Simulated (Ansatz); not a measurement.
The system is SnSe.

```
Sn Se
1.0
     0.00000    3.01000    3.01000
     3.01000    0.00000    3.01000
     3.01000    3.01000    0.00000
Sn Se
1 1
Direct
  0.00000 0.00000 0.00000
  0.50000 0.50000 0.50000
```

Measurements of this composition are mostly on another form, of space group No. 62.

| Quantity | Value |
| --- | --- |
| Program | Ansatz 0.2.0 |
| Task | relaxation of cell and atoms |
| Functional | BLYP |
| Dispersion | D4 |
| Potentials or basis | Ansatz PAW |
| Cutoff | 420 eV (not typed: the program's choice for these potentials) |
| k mesh | 8 × 8 × 8 |
| Occupations | fermi-dirac, width 0.05 eV |
| Spin | no spin polarisation |

At the start: volume 27.27 Å³/atom.

How do energy, volume and symmetry change on relaxing?

It ends after 7 steps and the volume is 29.68 Å³/atom (+8.8 %); space group Fm-3m (No. 225, to 0.05 Å).

The path:
```
step  energy change (eV)  largest force (eV/Å)  volume (Å³)
   1              0.0000                0.0000        54.54
   2             -0.0034                0.0000        55.62
   3             -0.0664                0.0000        60.31
   4             -0.0755                0.0000        59.64
   5             -0.0766                0.0000        59.38
   6             -0.0766                0.0000        59.36
   7             -0.0772                0.0000        59.36
```

Final structure:
```
Sn Se
1.0
     0.00000    3.09608    3.09608
     3.09608    0.00000    3.09608
     3.09608    3.09608    0.00000
Sn Se
1 1
Direct
  0.00000 0.00000 0.00000
  0.50000 0.50000 0.50000
```

Caveat: the plane-wave basis is chosen anew once the cell has moved, so the energies of steps on either side of that aren't comparable; the PAW data sets come from PBE, with cores solved anew for the run's functional, which leaves a small shift of forces and pressure.
